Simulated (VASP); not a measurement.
# GaP (F-43m) in VASP: notebook

The runs below take GaP through single point, with PBE0(alpha).

Everything below comes from runs of VASP 6.6.1. Logs are shortened: lines on timing, memory, paths and dates and some standing lists are left out, and cuts for length are marked.

**1. Starting point**

It takes space group F-43m (No. 216, cubic). The conventional cell has a = 5.451 Å, b = 5.451 Å, c = 5.451 Å, α = 90.00°, β = 90.00°, γ = 90.00°. Around Ga (site symmetry -43m) lie 4 P at 2.36 Å. P (site symmetry -43m) is surrounded by 4 Ga at 2.36 Å.

**2. Single point, PBE0(alpha)**

Input file POSCAR:

```
GaP
1.0
    0.0000000000      2.7252500000      2.7252500000
    2.7252500000      0.0000000000      2.7252500000
    2.7252500000      2.7252500000      0.0000000000
Ga P
1 1
Direct
    0.0000000000      0.0000000000      0.0000000000
    0.7500000000      0.7500000000      0.7500000000
```

Input file INCAR.step1:

```
PREC     = Accurate       # precision mode
ENCUT    = 520            # plane-wave cutoff, eV
EDIFF    = 1E-5           # SCF threshold, eV
ISMEAR   = -1             # smearing method
SIGMA    = 0.05           # smearing width, eV
LREAL    = False          # projectors in reciprocal space
LASPH    = True           # aspherical terms in the spheres
NELM     = 60             # most SCF steps
ALGO     = Normal         # electronic algorithm
ISIF     = 2              # what is computed and relaxed
LWAVE    = True           # write WAVECAR
LCHARG   = False          # write CHGCAR
NBANDS   = 16             # bands
GGA      = PE             # functional
```

Input file INCAR.step2:

```
PREC     = Accurate       # precision mode
ENCUT    = 520            # plane-wave cutoff, eV
EDIFF    = 1E-6           # SCF threshold, eV
ISMEAR   = -1             # smearing method
SIGMA    = 0.05           # smearing width, eV
LREAL    = False          # projectors in reciprocal space
LASPH    = True           # aspherical terms in the spheres
NELM     = 60             # most SCF steps
ALGO     = Normal         # electronic algorithm
ISIF     = 2              # what is computed and relaxed
LWAVE    = False          # write WAVECAR
LCHARG   = False          # write CHGCAR
GGA      = PE             # functional
LHFCALC  = True           # exact exchange
AEXX     = 0.05           # exact-exchange fraction
PRECFOCK = Fast         
HFRCUT   = -1           
NBANDS   = 16             # bands
ISTART   = 1
```

Input file KPOINTS:

```
Automatic mesh
0
Gamma
  4 4 4
```

Potentials or basis: VASP PAW PBE potentials, release 64 (Ga_d, P).

Run with:

```sh
$ cat potpaw_PBE.64/Ga_d/POTCAR potpaw_PBE.64/P/POTCAR > POTCAR
$ cp INCAR.step1 INCAR
$ mpirun -np 1 vasp_std > vasp.out
$ cp INCAR.step2 INCAR
$ mpirun -np 1 vasp_std > vasp.out
```

OUTCAR:

```text
PREC = Accurate
   ENCUT = 520
   EDIFF = 1E-6
   ISMEAR = -1
   LREAL = False
   LASPH = True
   NELM = 60
   ISIF = 2
   GGA = PE
   LHFCALC = True
   AEXX = 0.05
   PRECFOCK = Fast
   ISTART = 1

 ion  position               nearest neighbor table
   1  0.000  0.000  0.000-   2 2.36   2 2.36   2 2.36   2 2.36
   2  0.750  0.750  0.750-   1 2.36   1 2.36   1 2.36   1 2.36

  LATTYP: Found a face centered cubic cell.
 ALAT       =     5.4505000000

  Lattice vectors:

 A1 = (   0.0000000000,   2.7252500000,   2.7252500000)
 A2 = (   2.7252500000,   0.0000000000,   2.7252500000)
 A3 = (   2.7252500000,   2.7252500000,   0.0000000000)

Analysis of symmetry for initial positions (statically):
=====================================================================
 Subroutine PRICEL returns:
 Original cell was already a primitive cell.

 Routine SETGRP: Setting up the symmetry group for a
 face centered cubic supercell.

 Subroutine GETGRP returns: Found 24 space group operations
 (whereof 24 operations were pure point group operations)
 out of a pool of 48 trial point group operations.

The static configuration has the point symmetry T_d .

Analysis of symmetry for dynamics (positions and initial velocities):
=====================================================================
 Subroutine PRICEL returns:
 Original cell was already a primitive cell.

 Routine SETGRP: Setting up the symmetry group for a
 face centered cubic supercell.

 Subroutine GETGRP returns: Found 24 space group operations
 (whereof 24 operations were pure point group operations)
 out of a pool of 48 trial point group operations.

The dynamic configuration has the point symmetry T_d .

 Subroutine INISYM returns: Found 24 space group operations
 (whereof 24 operations are pure point group operations),
 and found     1 'primitive' translations

----------------------------------------------------------------------------------------

                                     Primitive cell

  volume of cell :      40.4808

  direct lattice vectors                    reciprocal lattice vectors
     0.000000000  2.725250000  2.725250000    -0.183469406  0.183469406  0.183469406
     2.725250000  0.000000000  2.725250000     0.183469406 -0.183469406  0.183469406
     2.725250000  2.725250000  0.000000000     0.183469406  0.183469406 -0.183469406

  length of vectors
     3.854085511  3.854085511  3.854085511     0.317778334  0.317778334  0.317778334

  position of ions in fractional coordinates (direct lattice)
     0.000000000  0.000000000  0.000000000
     0.750000000  0.750000000  0.750000000

  ion indices of the primitive-cell ions
   primitive index   ion index
                 1           1
                 2           2

----------------------------------------------------------------------------------------

 KPOINTS: Automatic mesh

Automatic generation of k-mesh.
 Grid dimensions read from file:
 generate k-points for:    4    4    4

 Generating k-lattice:

  Cartesian coordinates                     Fractional coordinates (reciprocal lattice)
    -0.045867352  0.045867352  0.045867352     0.250000000  0.000000000  0.000000000
     0.045867352 -0.045867352  0.045867352     0.000000000  0.250000000  0.000000000
     0.045867352  0.045867352 -0.045867352     0.000000000  0.000000000  0.250000000

  Length of vectors
     0.079444583  0.079444583  0.079444583

  Shift w.r.t. Gamma in fractional coordinates (k-lattice)
     0.000000000  0.000000000  0.000000000

 Subroutine IBZKPT returns following result:
 ===========================================

 Found      8 irreducible k-points:

 Following reciprocal coordinates:
            Coordinates               Weight
  0.000000  0.000000  0.000000      1.000000
  0.250000  0.000000  0.000000      8.000000
  0.500000  0.000000  0.000000      4.000000
  0.250000  0.250000  0.000000      6.000000
  0.500000  0.250000  0.000000     24.000000
 -0.250000  0.250000  0.000000     12.000000
  0.500000  0.500000  0.000000      3.000000
 -0.250000  0.500000  0.250000      6.000000
   k-points           NKPTS =      8   k-points in BZ     NKDIM =     64   number of bands    NBANDS=     16
   number of dos      NEDOS =    301   number of ions     NIONS =      2
   total plane-waves  NPLWV =  27000
   dimension x,y,z NGX =    30 NGY =   30 NGZ =   30
   dimension x,y,z NGXF=    60 NGYF=   60 NGZF=   60
   ions per type =               1   1
   NGX,Y,Z   is equivalent  to a cutoff of  12.94, 12.94, 12.94 a.u.
   NGXF,Y,Z  is equivalent  to a cutoff of  25.88, 25.88, 25.88 a.u.
 SYSTEM =  unknown system
   PREC   = accura    normal or accurate (medium, high low for compatibility)
   ISTART =      1    job   : 0-new  1-cont  2-samecut
   ICHARG =      0    charge: 1-file 2-atom 10-const
   ISPIN  =      1    spin polarized calculation?
   LNONCOLLINEAR =      F non collinear calculations
   LSORBIT =      F    spin-orbit coupling
   LASPH  =      T    aspherical Exc in radial PAW
   ENCUT  =  520.0 eV  38.22 Ry    6.18 a.u.   7.17  7.17  7.17*2*pi/ulx,y,z
   NELM   =     60;   NELMIN=  2; NELMDL=  0     # of ELM steps
   EDIFF  = 0.1E-05   stopping-criterion for ELM
   LREAL  =      F    real-space projection
   EDIFFG = 0.1E-04   stopping-criterion for IOM
   NSW    =      0    number of steps for IOM
   IBRION =     -1    ionic relax: 0-MD 1-quasi-New 2-CG
   NFREE  =      0    steps in history (QN), initial steepest desc. (CG)
   ISIF   =      2    stress and relaxation
   ISYM   =      3    0-nonsym 1-usesym 2-fastsym
   POTIM  = 0.5000    time-step for ionic-motion
   TEBEG  =    0.0;   TEEND  =   0.0 temperature during run
   PSTRESS=    0.0 pullay stress
   NELECT =      18.0000    total number of electrons
   NUPDOWN=      -1.0000    fix difference up-down
   EMIN   =  10.00;   EMAX   =-10.00  energy-range for DOS
   EFERMI =   0.00;   METHOD = LEGACY
   ISMEAR =    -1;   SIGMA  =   0.05  broadening in eV -4-tet -1-fermi 0-gaus
   EFERMI_NEDOS =   21; number of points for ismear=-14 and -15
   IALGO  =     38    algorithm
   IMIX   =      1    mixing-type and parameters
     AMIX     =   0.40;   BMIX     =  1.00
     AMIX_MAG =   1.60;   BMIX_MAG =  1.00
  volume/ion in A,a.u.               =      20.24       136.59
  Fermi-wavevector in a.u.,A,eV,Ry     =   1.249538  2.361284 21.243377  1.561344
  Thomas-Fermi vector in A             =   2.383574
   LORBIT       =      0    0 simple, 1 ext, 2 COOP (PROOUT), +10 PAW based schemes
   GGA     = PE    functional components
   LHFCALC =     T    Hartree Fock is set to
   PRECFOCK=fast      Normal, Fast or Accurate (Low or Medium for compatibility)
   ENCUT4O =  -1.0   cutoff for four orbital integrals eV
   NKREDX  =     1    reduce k-point grid by
   NKREDY  =     1    reduce k-point grid by
   NKREDZ  =     1    reduce k-point grid by
   AEXX    =    0.0500 exact exchange contribution
   HFSCREEN=    0.0000 screening length (either q_TF or 0.3 A-1)
   HFSCREENC=   0.0000 screening length for correlation (either q_TF or 0.3 A-1)
   ENCUTFOCK=  -1.0 apply spherical cutoff to Coloumb kernel
   IVDW    =     0    specifies the selected vdW correction
   LEPSILON=     F    determine dielectric tensor
   LRPA    =     F    only Hartree local field effects (RPA)
 non-spin polarized calculation
  energy-cutoff  :      520.00
  volume of cell :       40.48
 maximum number of plane-waves:      1106
 NGX is ok and might be reduce to    30
  NGX = 16; NGY = 16; NGZ = 16

 number of electron      17.9999989 magnetization

 Free energy of the ion-electron system (eV)
  ---------------------------------------------------
  ext. energy  EPLUGINS =         0.00000000
  ---------------------------------------------------
  free energy    TOTEN  =        -9.48191752 eV

  energy without entropy =       -9.48191752  energy(sigma->0) =       -9.48191752

 E-fermi :   5.4763     XC(G=0):  -9.3997

 val. band max:        4.5378381737   @ k =   0.0000   0.0000   0.0000
 cond. band min:       6.4367309585   @ k =   0.5000   0.5000   0.0000
 fundamental gap:      1.8988927849
 Fermi energy:         5.4762797535

 k-point     1 :       0.0000    0.0000    0.0000
  band No.  band energies     occupation
      1     -10.5634      2.00000
      2     -10.5634      2.00000
      3     -10.5634      2.00000
      4     -10.4647      2.00000
      5     -10.4647      2.00000
      6      -8.2421      2.00000
[... 8 lines left out ...]
     15      14.6774      0.00000
     16      14.6774      0.00000

 k-point     2 :       0.2500    0.0000    0.0000
  band No.  band energies     occupation
      1     -10.6027      2.00000
      2     -10.5491      2.00000
      3     -10.5491      2.00000
      4     -10.4635      2.00000
      5     -10.4635      2.00000
      6      -7.4474      2.00000
[... 8 lines left out ...]
     15      13.8535      0.00000
     16      14.7950      0.00000

 k-point     3 :       0.5000    0.0000    0.0000
  band No.  band energies     occupation
      1     -10.6377      2.00000
      2     -10.5391      2.00000
      3     -10.5391      2.00000
      4     -10.4577      2.00000
      5     -10.4577      2.00000
      6      -6.1357      2.00000
[... 8 lines left out ...]
     15      16.6226      0.00000
     16      16.6226      0.00000

 k-point     4 :       0.2500    0.2500    0.0000
  band No.  band energies     occupation
      1     -10.6255      2.00000
      2     -10.5324      2.00000
      3     -10.5324      2.00000
      4     -10.4803      2.00000
      5     -10.4542      2.00000
      6      -7.1790      2.00000
[... 8 lines left out ...]
     15      15.6432      0.00000
     16      17.6182      0.00000

 k-point     5 :       0.5000    0.2500    0.0000
  band No.  band energies     occupation
      1     -10.6492      2.00000
      2     -10.5253      2.00000
      3     -10.5178      2.00000
      4     -10.4790      2.00000
      5     -10.4525      2.00000
      6      -5.8025      2.00000
[... 8 lines left out ...]
     15      16.7181      0.00000
     16      18.1798      0.00000

 k-point     6 :      -0.2500    0.2500    0.0000
  band No.  band energies     occupation
      1     -10.6327      2.00000
      2     -10.5350      2.00000
      3     -10.5306      2.00000
      4     -10.4661      2.00000
      5     -10.4630      2.00000
      6      -6.3220      2.00000
[... 8 lines left out ...]
     15      16.0101      0.00000
     16      18.2876      0.00000

 k-point     7 :       0.5000    0.5000    0.0000
  band No.  band energies     occupation
      1     -10.6736      2.00000
      2     -10.4997      2.00000
      3     -10.4997      2.00000
      4     -10.4993      2.00000
      5     -10.4436      2.00000
      6      -5.2129      2.00000
[... 8 lines left out ...]
     15      17.3439      0.00000
     16      17.9343      0.00000

 k-point     8 :      -0.2500    0.5000    0.2500
  band No.  band energies     occupation
      1     -10.6540      2.00000
      2     -10.5260      2.00000
      3     -10.5047      2.00000
      4     -10.4798      2.00000
      5     -10.4562      2.00000
      6      -5.1164      2.00000
[... 8 lines left out ...]
     15      16.8533      0.00000
     16      18.7040      0.00000

------------------------ aborting loop because EDIFF is reached ----------------------------------------

  FORCE on cell =-STRESS in cart. coord.  units (eV):
  Direction    XX          YY          ZZ          XY          YZ          ZX
  --------------------------------------------------------------------------------------
  -------------------------------------------------------------------------------------
  Total        0.6210761      0.6210761      0.6210761      0.0000000      0.0000000     -0.0000000
  in kB       24.5813862     24.5813862     24.5813862      0.0000000      0.0000000     -0.0000000
  external PRESSURE =      24.5813862 kB  Pullay stress =       0.0000000 kB

 VOLUME and BASIS-vectors are now :
 -----------------------------------------------------------------------------
  energy-cutoff  :      520.00
  volume of cell :       40.48
      direct lattice vectors                 reciprocal lattice vectors
     0.000000000  2.725250000  2.725250000    -0.183469406  0.183469406  0.183469406
     2.725250000  0.000000000  2.725250000     0.183469406 -0.183469406  0.183469406
     2.725250000  2.725250000  0.000000000     0.183469406  0.183469406 -0.183469406

 POSITION                                       TOTAL-FORCE (eV/Angst)
 -----------------------------------------------------------------------------------
      0.00000      0.00000      0.00000        -0.000000     -0.000000     -0.000000
      4.08788      4.08788      4.08788         0.000000      0.000000      0.000000
 -----------------------------------------------------------------------------------
    total drift:                                0.000024      0.000029      0.000015

  FREE ENERGIE OF THE ION-ELECTRON SYSTEM (eV)
  ---------------------------------------------------
  free  energy   TOTEN  =        -9.4819175205 eV

  energy  without entropy=       -9.4819175192  energy(sigma->0) =       -9.48191752
```

Wall time 83 s (1 thread of Intel Xeon Platinum 8488C (Sapphire Rapids), shared host); peak memory 0.16 GiB.

What came out:

```yaml
Free_energy: -9.4819 eV
Pressure: 2.5 GPa
Band_gap_on_the_k_mesh: 1.90 eV, indirect (least direct gap 2.15 eV)
```

Levels at points of the mesh, in eV from the valence-band top:
| k point | band 6 | band 7 | band 8 | band 9 | band 10 | band 11 | band 12 | band 13 |
| --- | --- | --- | --- | --- | --- | --- | --- | --- |
| (0.00, 0.00, 0.00) | -12.78 | 0.00 | 0.00 | 0.00 | 2.15 | 4.18 | 4.18 | 4.18 |
| (0.50, 0.00, 0.00) | -10.67 | -6.79 | -1.15 | -1.15 | 1.96 | 5.02 | 5.02 | 8.61 |
| (0.50, 0.50, 0.00) | -9.75 | -6.91 | -2.75 | -2.75 | 1.90 | 2.09 | 11.03 | 11.03 |

Caveat: the k mesh is coarse (spacing up to 0.50 Å⁻¹), so the values aren't converged, least of all with exact exchange; the PAW data sets were made with another functional, which shifts forces and pressure a little. A k mesh can miss the band edges.

**3. Single point, PBE0(alpha)**

POSCAR is that of step 2.

INCAR.step1 is that of step 2.

INCAR.step2: that of step 2 with these lines changed.

```diff
@@ -14,3 +14,3 @@
 LHFCALC  = True           # exact exchange
-AEXX     = 0.05           # exact-exchange fraction
+AEXX     = 0.1            # exact-exchange fraction
 PRECFOCK = Fast
```

KPOINTS is that of step 2.

Potentials or basis: VASP PAW PBE potentials, release 64 (Ga_d, P).

Run with:

```sh
$ cat potpaw_PBE.64/Ga_d/POTCAR potpaw_PBE.64/P/POTCAR > POTCAR
$ cp INCAR.step1 INCAR
$ mpirun -np 1 vasp_std > vasp.out
$ cp INCAR.step2 INCAR
$ mpirun -np 1 vasp_std > vasp.out
```

It took 83 s on 1 thread of Intel Xeon Platinum 8488C (Sapphire Rapids), shared host; peak memory 0.16 GiB.

It converged, with:

| Item | Value |
| --- | --- |
| Free energy | -9.9939 eV |
| Pressure | 2.0 GPa |
| Band gap on the k mesh | 2.17 eV, indirect (least direct gap 2.49 eV) |

Levels at points of the mesh, in eV from the valence-band top:
```
           k point  band 5  band 6  band 7  band 8  band 9  band 10  band 11  band 12  band 13  band 14
(0.00, 0.00, 0.00)  -15.51  -13.06    0.00    0.00    0.00     2.49     4.50     4.50     4.50     9.50
(0.50, 0.00, 0.00)  -15.50  -10.91   -6.92   -1.17   -1.17     2.28     5.35     5.35     8.96    11.69
(0.50, 0.50, 0.00)  -15.49   -9.98   -7.04   -2.81   -2.81     2.17     2.39    11.47    11.47    12.06
```

Caveat: the k mesh is coarse (spacing up to 0.50 Å⁻¹), so the values aren't converged, least of all with exact exchange; the PAW data sets were made with another functional, which shifts forces and pressure a little.

**4. Single point, PBE0(alpha)**

POSCAR is that of step 3.

INCAR.step1 is that of step 3.

INCAR.step2: that of step 3 with these lines changed.

```diff
@@ -14,3 +14,3 @@
 LHFCALC  = True           # exact exchange
-AEXX     = 0.1            # exact-exchange fraction
+AEXX     = 0.15           # exact-exchange fraction
 PRECFOCK = Fast
```

KPOINTS is that of step 3.

Run with:

```sh
$ cat potpaw_PBE.64/Ga_d/POTCAR potpaw_PBE.64/P/POTCAR > POTCAR
$ cp INCAR.step1 INCAR
$ mpirun -np 1 vasp_std > vasp.out
$ cp INCAR.step2 INCAR
$ mpirun -np 1 vasp_std > vasp.out
```

Wall time 96 s (1 thread of Intel Xeon Platinum 8488C (Sapphire Rapids), shared host); peak memory 0.16 GiB.

Results (log left out):

```
Free energy            : -10.5118 eV
Pressure               : 1.5 GPa
Band gap on the k mesh : 2.45 eV, indirect (least direct gap 2.84 eV)
```

Levels at points of the mesh, in eV from the valence-band top:
```csv
k point,band 5,band 6,band 7,band 8,band 9,band 10,band 11,band 12,band 13,band 14
"(0.00, 0.00, 0.00)",-16.01,-13.33,0.00,0.00,0.00,2.84,4.83,4.83,4.83,9.86
"(0.50, 0.00, 0.00)",-16.00,-11.15,-7.05,-1.19,-1.19,2.59,5.68,5.68,9.30,12.10
"(0.50, 0.50, 0.00)",-15.99,-10.20,-7.16,-2.86,-2.86,2.45,2.68,11.92,11.92,12.49
```

Caveat: the k mesh is coarse (spacing up to 0.50 Å⁻¹), so the values aren't converged, least of all with exact exchange; the PAW data sets were made with another functional, which shifts forces and pressure a little. A k mesh can miss the band edges.

**5. The runs side by side**

| share of exact exchange | gap on the mesh (eV) | pressure (GPa) |
| --- | --- | --- |
| 0.05 | 1.90 | 2.5 |
| 0.1 | 2.17 | 2.0 |
| 0.15 | 2.45 | 1.5 |

Alike in all rows: task single point; level PBE0(alpha); potentials or basis VASP PAW PBE potentials, release 64 (Ga_d, P); no spin polarisation; cell as given; k mesh 4 × 4 × 4; cutoff (eV) 520; smearing fermi-dirac 0.05 eV; the mesh is coarse, so values aren't converged.

Caveats: all runs use coarse meshes; the PAW data sets were made with another functional, which shifts forces and pressure a little.

Total energies depend on the potentials used, so only differences within one code and one set of settings carry meaning.
